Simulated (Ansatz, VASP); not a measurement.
Al in VASP and in Ansatz

```
Al
1.0
     0.00000    2.00486    2.06530
     2.00486    0.00000    2.06530
     2.00486    2.00486    0.00000
Al
1
Direct
  0.00000 0.00000 0.00000
```

Alike in both runs: task single point; functional PBE; k mesh 21 × 21 × 21; occupations gaussian, width 0.05 eV; no spin polarisation.

|  | VASP | Ansatz |
| --- | --- | --- |
| version | VASP 6.6.1 | Ansatz 0.2.0 |
| potentials or method | VASP PAW PBE potentials, release 64 (Al) | scalar-relativistic, plane waves, PAW |
| plane-wave cutoff (eV) | 520 | 600 |
| valence electrons in the cell | 3 | 3 |

```tsv
	VASP	Ansatz	Ansatz less VASP
pressure (GPa)	-0.5	-0.5	+0.03
largest component of the traceless stress (GPa)	1.65	1.65	+0.001
```

The functional is the same, so the differences come from potentials, cutoffs and numerics. Ansatz warned: «stress_scf_threshold_loose».
